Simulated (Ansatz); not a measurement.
# Rh: the change of pressure and energy above lowest point with volume per atom

All results are calculated (Ansatz 0.2.0 development build). Equation of state of a cubic crystal from periodic Kohn-Sham density functional theory without spin; pressure corrected for the finite basis.

Cell of the first row (space group Im-3m, No. 229):
```
cell vectors (Å)
  -1.5041     1.5041     1.5041
   1.5041    -1.5041     1.5041
   1.5041     1.5041    -1.5041
atoms (fractions of the cell vectors)
Rh  0.00000  0.00000  0.00000
```

Settings of every row: formula Rh; structure type bcc; functional PBE; spin treatment none; k mesh 25x25x25; occupation method fermi-dirac; occupation width 0.061225619 eV; wave cutoff 700 eV; datasets hard PAW; density cutoff ratio 4.

Limits: a cubic model structure, not a phase known at ambient conditions; no spin polarisation, a magnetic state may lie lower; the SCF threshold is loose for a stress in some rows.

| row | volume per atom (Å³) | pressure (GPa) | energy above lowest point (meV/atom) |
| --- | --- | --- | --- |
| 1 | 13.61 | 16.763 | 42.4 |
| 2 | 13.9 | 10.444 | 17.93 |
| 3 | 14.189 | ? | ? |
| 4 | 14.479 | -0.096 | 0 |
| 5 | 14.768 | -4.469 | 4.21 |
| 6 | 15.058 | -8.333 | 15.85 |
| 7 | 15.348 | -11.741 | 34.05 |

Question: what pressure and energy above lowest point should row 3 give?

Worked fit of pressure. Take u = (V_r/V)^(2/3) − 1 with V_r = 14.623 Å³ an atom, which is twice the finite (Eulerian) strain; such expansions in the strain, on which the Birch-Murnaghan equation of state is built, carry the rest volume and the bulk modulus. The shown rows have u = 0.04902, 0.03438, 0.00662, -0.00656, -0.01935, -0.03174. Least squares give pressure = −2.3415 + 331.505 × u + 1143.43 × u² + 905.3 × u³ GPa; a parabola predicts inner rows, each left out in turn, worse (root mean square 0.018 against 0.0022 GPa). The rows lie off it by 0.000, 0.000, 0.001, -0.002, 0.002, -0.001. The pressure vanishes at u = 0.0069, or V = 14.47 Å³ an atom, and there the bulk modulus at fixed shape and fractions is B = −V dP/dV = (2/3)(1 + u) dP/du = 233 GPa. The withheld row has u = 0.02029, so the fit gives −2.3415 + 331.505 × (0.02029) + 1143.43 × (0.02029)² + 905.3 × (0.02029)³ = 4.863 GPa.

The calculation gave 4.852 GPa. The fit lies 0.011 GPa (0.039 % of the column's range) above it; its largest miss of a shown row is 0.002 GPa.

Worked fit of energy above lowest point. Take u = (V_r/V)^(2/3) − 1 with V_r = 14.623 Å³ an atom, which is twice the finite (Eulerian) strain; such expansions in the strain, on which the Birch-Murnaghan equation of state is built, carry the rest volume and the bulk modulus. The shown rows have u = 0.04902, 0.03438, 0.00662, -0.00656, -0.01935, -0.03174. Least squares give energy above lowest point = 1.121 − 319.58 × u + 23047.3 × u² + 13321 × u³ meV/atom; a parabola predicts inner rows, each left out in turn, worse (root mean square 0.27 against 0.036 meV/atom). The rows lie off it by -0.01, 0.01, -0.02, 0.00, 0.01, -0.01. Its lowest point lies at u = 0.0069, or V = 14.47 Å³ an atom, and the curvature there gives the bulk modulus at fixed shape and fractions, B = (4/9)(1 + u)² E″(u)/V = 233 GPa. The withheld row has u = 0.02029, so the fit gives 1.121 − 319.58 × (0.02029) + 23047.3 × (0.02029)² + 13321 × (0.02029)³ = 4.24 meV/atom.

The calculation gave 4.21 meV/atom. The fit lies 0.03 meV/atom (0.071 % of the column's range) above it; its largest miss of a shown row is 0.02 meV/atom.
